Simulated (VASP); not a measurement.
# PbSe in VASP: further runs, part 2 of 2

VASP 6.6.1. The steps go on from the part before.

**4. Single point, PBEsol**

INCAR reads:

```
SYSTEM = PbSe
  ADDGRID = .False.
  ALGO = Normal
  EDIFF = 1E-6
  ENCUT = 520
  GGA = PS
  ISIF = 2
  ISMEAR = 0
  LASPH = .True.
  LCHARG = .False.
  LREAL = .False.
  LWAVE = .False.
  NELM = 100
  PREC = Accurate
  SIGMA = 0.05
```

KPOINTS reads:

```
k-points
0
Gamma
  6 6 6
  0 0 0
```

POSCAR reads:

```
PbSe
1.0
    3.7843220000      0.0000000000      0.0000000000
    0.0000000000      3.7843220000      0.0000000000
    0.0000000000      0.0000000000      3.7843220000
Pb Se
1 1
Direct
    0.0499830000      0.0304240000      0.0268320000
    0.4857650000      0.4915870000      0.4882140000
```

Potentials or basis: VASP PAW PBE potentials, release 64 (Pb_d, Se).

Launch:

```
$ cat potpaw_PBE.64/Pb_d/POTCAR potpaw_PBE.64/Se/POTCAR > POTCAR
$ mpirun -np 1 vasp_std > vasp.out
```

OUTCAR:

```text
SYSTEM = PbSe
   EDIFF = 1E-6
   ENCUT = 520
   GGA = PS
   ISIF = 2
   ISMEAR = 0
   LASPH = .True.
   LREAL = .False.
   NELM = 100
   PREC = Accurate

 Found    112 irreducible k-points:

 Following reciprocal coordinates:
            Coordinates               Weight
  0.000000  0.000000  0.000000      1.000000
  0.166667  0.000000  0.000000      2.000000
  0.000000  0.166667  0.000000      2.000000
  0.000000  0.000000  0.166667      2.000000
  0.333333  0.000000  0.000000      2.000000
  0.000000  0.333333  0.000000      2.000000
   k-points           NKPTS =    112   k-points in BZ     NKDIM =    112   number of bands    NBANDS=     14
   number of dos      NEDOS =    301   number of ions     NIONS =      2
   total plane-waves  NPLWV =  21952
   dimension x,y,z NGX =    28 NGY =   28 NGZ =   28
   dimension x,y,z NGXF=    56 NGYF=   56 NGZF=   56
   ions per type =               1   1
   NGX,Y,Z   is equivalent  to a cutoff of  12.30, 12.30, 12.30 a.u.
   NGXF,Y,Z  is equivalent  to a cutoff of  24.60, 24.60, 24.60 a.u.
 SYSTEM =  PbSe
   PREC   = accura    normal or accurate (medium, high low for compatibility)
   ISTART =      0    job   : 0-new  1-cont  2-samecut
   ICHARG =      2    charge: 1-file 2-atom 10-const
   ISPIN  =      1    spin polarized calculation?
   LNONCOLLINEAR =      F non collinear calculations
   LSORBIT =      F    spin-orbit coupling
   LASPH  =      T    aspherical Exc in radial PAW
   ENCUT  =  520.0 eV  38.22 Ry    6.18 a.u.   7.04  7.04  7.04*2*pi/ulx,y,z
   NELM   =    100;   NELMIN=  2; NELMDL= -5     # of ELM steps
   EDIFF  = 0.1E-05   stopping-criterion for ELM
   LREAL  =      F    real-space projection
   EDIFFG = 0.1E-04   stopping-criterion for IOM
   NSW    =      0    number of steps for IOM
   IBRION =     -1    ionic relax: 0-MD 1-quasi-New 2-CG
   NFREE  =      0    steps in history (QN), initial steepest desc. (CG)
   ISIF   =      2    stress and relaxation
   ISYM   =      2    0-nonsym 1-usesym 2-fastsym
   POTIM  = 0.5000    time-step for ionic-motion
   TEBEG  =    0.0;   TEEND  =   0.0 temperature during run
   PSTRESS=    0.0 pullay stress
   NELECT =      20.0000    total number of electrons
   NUPDOWN=      -1.0000    fix difference up-down
   EMIN   =  10.00;   EMAX   =-10.00  energy-range for DOS
   EFERMI =   0.00;   METHOD = LEGACY
   ISMEAR =     0;   SIGMA  =   0.05  broadening in eV -4-tet -1-fermi 0-gaus
   EFERMI_NEDOS =   21; number of points for ismear=-14 and -15
   IALGO  =     38    algorithm
   IMIX   =      4    mixing-type and parameters
     AMIX     =   0.40;   BMIX     =  1.00
     AMIX_MAG =   1.60;   BMIX_MAG =  1.00
  volume/ion in A,a.u.               =      27.10       182.87
  Fermi-wavevector in a.u.,A,eV,Ry     =   1.174258  2.219025 18.760817  1.378881
  Thomas-Fermi vector in A             =   2.310658
   LORBIT       =      0    0 simple, 1 ext, 2 COOP (PROOUT), +10 PAW based schemes
   GGA     = PS    functional components
   LHFCALC =     F    Hartree Fock is set to
   AEXX    =    0.0000 exact exchange contribution
   IVDW    =     0    specifies the selected vdW correction
   LEPSILON=     F    determine dielectric tensor
   LRPA    =     F    only Hartree local field effects (RPA)
 non-spin polarized calculation
 Gauss-broadening in eV      SIGMA  =   0.05
  energy-cutoff  :      520.00
  volume of cell :       54.20
 maximum number of plane-waves:      1492
   NGX = 15   NGY = 15   NGZ = 15

 number of electron      19.9999999 magnetization

 Free energy of the ion-electron system (eV)
  ---------------------------------------------------
  ext. energy  EPLUGINS =         0.00000000
  ---------------------------------------------------
  free energy    TOTEN  =        -8.50467157 eV

  energy without entropy =       -8.50302830  energy(sigma->0) =       -8.50384993

 E-fermi :   5.2629     XC(G=0): -10.0950

 val. band max:        5.2276234335   @ k =   0.1667   0.1667   0.1667
 cond. band min:       5.2775169168   @ k =  -0.3333   0.3333   0.5000
 fundamental gap:      0.0498934833
 Fermi energy:         5.2629042758

 k-point     1 :       0.0000    0.0000    0.0000
  band No.  band energies     occupation
      1     -11.6237      2.00000
      2     -11.6174      2.00000
      3     -11.4750      2.00000
      4     -11.4742      2.00000
      5     -11.4638      2.00000
      6      -8.1209      2.00000
      7      -1.8056      2.00000
      8       3.6058      2.00000
      9       3.6734      2.00000
     10       3.7699      2.00000
     11       9.4221      0.00000
     12       9.7571      0.00000
     13      11.4492      0.00000
     14      11.7731      0.00000

 k-point     2 :       0.1667    0.0000    0.0000
  band No.  band energies     occupation
      1     -11.6157      2.00000
      2     -11.5947      2.00000
      3     -11.4849      2.00000
      4     -11.4844      2.00000
      5     -11.4650      2.00000
      6      -7.9242      2.00000
      7      -2.1999      2.00000
      8       3.5801      2.00000
      9       3.8703      2.00000
     10       3.8923      2.00000
     11       9.0166      0.00000
     12       9.8038      0.00000
     13      10.7456      0.00000
     14      11.3157      0.00000

 k-point     3 :       0.0000    0.1667    0.0000
  band No.  band energies     occupation
      1     -11.6205      2.00000
      2     -11.5894      2.00000
      3     -11.4857      2.00000
      4     -11.4801      2.00000
      5     -11.4694      2.00000
      6      -7.9175      2.00000
      7      -2.2265      2.00000
      8       3.5221      2.00000
      9       3.8796      2.00000
     10       3.9875      2.00000
     11       9.1877      0.00000
     12       9.5457      0.00000
     13      10.7017      0.00000
     14      11.5427      0.00000

 k-point     4 :       0.0000    0.0000    0.1667
  band No.  band energies     occupation
      1     -11.6205      2.00000
      2     -11.5894      2.00000
      3     -11.4858      2.00000
      4     -11.4800      2.00000
      5     -11.4694      2.00000
      6      -7.9174      2.00000
      7      -2.2267      2.00000
      8       3.5217      2.00000
      9       3.8802      2.00000
     10       3.9877      2.00000
     11       9.1890      0.00000
     12       9.5440      0.00000
     13      10.7016      0.00000
     14      11.5441      0.00000

 k-point     5 :       0.3333    0.0000    0.0000
  band No.  band energies     occupation
      1     -11.6123      2.00000
      2     -11.5387      2.00000
      3     -11.5060      2.00000
      4     -11.5048      2.00000
      5     -11.4638      2.00000
      6      -7.4340      2.00000
      7      -3.1157      2.00000
      8       3.8286      2.00000
      9       4.4236      2.00000
     10       4.4278      2.00000
     11       7.0142      0.00000
     12       9.3012      0.00000
     13       9.4819      0.00000
     14      11.1588      0.00000

 k-point     6 :       0.0000    0.3333    0.0000
  band No.  band energies     occupation
      1     -11.6168      2.00000
      2     -11.5330      2.00000
      3     -11.5071      2.00000
      4     -11.5018      2.00000
      5     -11.4683      2.00000
      6      -7.4051      2.00000
      7      -3.1950      2.00000
      8       3.8220      2.00000
      9       4.4571      2.00000
     10       4.5270      2.00000
     11       7.0751      0.00000
     12       9.1662      0.00000
     13       9.4261      0.00000
     14      11.2619      0.00000

 [... further k-points ...]

------------------------ aborting loop because EDIFF is reached ----------------------------------------

  FORCE on cell =-STRESS in cart. coord.  units (eV):
  Direction    XX          YY          ZZ          XY          YZ          ZX
  --------------------------------------------------------------------------------------
  -------------------------------------------------------------------------------------
  Total       -0.5519353     -0.6903004     -0.6902512      0.1779707      0.1245363      0.1770802
  in kB      -16.3167829    -20.4072480    -20.4057946      5.2613206      3.6816491      5.2349959
  external PRESSURE =     -19.0432752 kB  Pullay stress =       0.0000000 kB

 VOLUME and BASIS-vectors are now :
 -----------------------------------------------------------------------------
  energy-cutoff  :      520.00
  volume of cell :       54.20
      direct lattice vectors                 reciprocal lattice vectors
     3.784322000  0.000000000  0.000000000     0.264248127  0.000000000  0.000000000
     0.000000000  3.784322000  0.000000000     0.000000000  0.264248127  0.000000000
     0.000000000  0.000000000  3.784322000     0.000000000  0.000000000  0.264248127

 POSITION                                       TOTAL-FORCE (eV/Angst)
 -----------------------------------------------------------------------------------
      0.18915      0.11513      0.10154         0.128032      0.074054      0.073201
      1.83829      1.86032      1.84756        -0.128032     -0.074054     -0.073201
 -----------------------------------------------------------------------------------
    total drift:                                0.000176      0.000139      0.000130

  FREE ENERGIE OF THE ION-ELECTRON SYSTEM (eV)
  ---------------------------------------------------
  free  energy   TOTEN  =        -8.5046715653 eV

  energy  without entropy=       -8.5030282988  energy(sigma->0) =       -8.50384993
```

OSZICAR:

```text
N       E                     dE             d eps       ncg     rms          rms(c)
DAV:   1     0.148560410830E+03    0.14856E+03   -0.93620E+03  3142   0.153E+03
DAV:   2     0.309180964160E+01   -0.14547E+03   -0.14231E+03  3316   0.353E+02
DAV:   3    -0.862540147773E+01   -0.11717E+02   -0.11394E+02  4192   0.100E+02
DAV:   4    -0.888580108514E+01   -0.26040E+00   -0.26027E+00  3454   0.174E+01
DAV:   5    -0.889411374490E+01   -0.83127E-02   -0.83125E-02  4348   0.324E+00    0.280E+00
DAV:   6    -0.851580303829E+01    0.37831E+00   -0.10136E+00  4714   0.855E+00    0.157E+00
DAV:   7    -0.850757486723E+01    0.82282E-02   -0.11265E-01  3706   0.200E+00    0.808E-01
DAV:   8    -0.850716790465E+01    0.40696E-03   -0.26972E-02  3778   0.162E+00    0.208E-01
DAV:   9    -0.850508500747E+01    0.20829E-02   -0.17495E-02  4562   0.101E+00    0.114E-01
DAV:  10    -0.850467013497E+01    0.41487E-03   -0.14578E-03  3830   0.294E-01    0.382E-02
DAV:  11    -0.850467215275E+01   -0.20178E-05   -0.19313E-04  3454   0.920E-02    0.106E-02
DAV:  12    -0.850467156528E+01    0.58747E-06   -0.70958E-06  3976   0.186E-02
   1 F= -.85046716E+01 E0= -.85038499E+01  d E =-.164327E-02
```

Run time: 56 s. Hardware: 1 thread of Intel Xeon Platinum 8488C (Sapphire Rapids), shared host; peak memory 0.22 GiB.

These settings aren't checked as converged: the numbers below hold their error.

Results:

```
Free energy            : -8.5047 eV
Pressure               : -1.9 GPa
Largest force          : 0.165 eV/Å
Band gap on the k mesh : none (metal or under the smearing width)
```

Caveat: the PAW data sets were made with another functional, which shifts forces and pressure a little.
